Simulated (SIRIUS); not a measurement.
Write the native input for SIRIUS 7.10.0 that does the following.

* Task: single point
* Functional: PBE
* Potentials or basis: PseudoDojo 0.4.1 PBE standard (scalar relativistic)
* Cutoff: 1152 eV
* Density cutoff: 4606 eV
* k mesh: 9 × 9 × 9
* Occupations: fermi-dirac, width 0.05 eV
* Spin: no spin polarisation
* Libxc names: ["XC_GGA_X_PBE", "XC_GGA_C_PBE"]
* Energy tol: 1e-08 Ha
* Density tol: 1e-06
* Mixer: anderson
* Mixing beta: 0.7
* Max scf: 100

SrO:

```
Sr O
1.0
     0.00000    2.56630    2.56630
     2.56630    0.00000    2.56630
     2.56630    2.56630    0.00000
Sr O
1 1
Cartesian
  2.5663 2.5663 2.5663
  0.0000 0.0000 0.0000
```

These files were run (other wordings do the same):

sirius.json

```json
{
  "control": {
    "processing_unit": "cpu",
    "verbosity": 2,
    "num_bands_to_print": 15,
    "print_forces": true,
    "print_stress": true
  },
  "parameters": {
    "electronic_structure_method": "pseudopotential",
    "xc_functionals": ["XC_GGA_X_PBE", "XC_GGA_C_PBE"],
    "gk_cutoff": 9.2,
    "pw_cutoff": 18.4,
    "ngridk": [9, 9, 9],
    "shiftk": [0, 0, 0],
    "smearing": "fermi_dirac",
    "smearing_width": 0.0018374661,
    "num_bands": 15,
    "num_mag_dims": 0,
    "num_dft_iter": 100,
    "energy_tol": 1e-08,
    "density_tol": 1e-06
  },
  "iterative_solver": {
    "type": "davidson",
    "min_tolerance": 1e-10
  },
  "mixer": {
    "type": "anderson",
    "beta": 0.7,
    "max_history": 8
  },
  "settings": {
    "tol_ne": 1e-10
  },
  "unit_cell": {
    "lattice_vectors": [
      [0.0, 4.849604153627, 4.849604153627],
      [4.849604153627, 0.0, 4.849604153627],
      [4.849604153627, 4.849604153627, 0.0]
    ],
    "atom_coordinate_units": "lattice",
    "atom_types": ["Sr", "O"],
    "atom_files": {
      "Sr": "Sr.json",
      "O": "O.json"
    },
    "atoms": {
      "Sr": [
        [0.5, 0.5, 0.5]
      ],
      "O": [
        [0.0, 0.0, 0.0]
      ]
    }
  }
}
```

Potentials or basis: PseudoDojo 0.4.1 PBE standard (scalar relativistic).

Run with:

```sh
$ upf_to_json Sr.upf
$ upf_to_json O.upf
$ OMP_NUM_THREADS=1 sirius.scf --input=sirius.json --output=out.json --task=0
```

Results of the run:

* Pressure: 3.1 GPa
* Band gap on the k mesh: 3.38 eV

Caveat: an odd mesh through Γ misses points on the zone boundary, where band edges often lie.

Wall time 55 s on 1 thread of Arm Neoverse V1, on a shared host, peak memory 0.32 GiB.
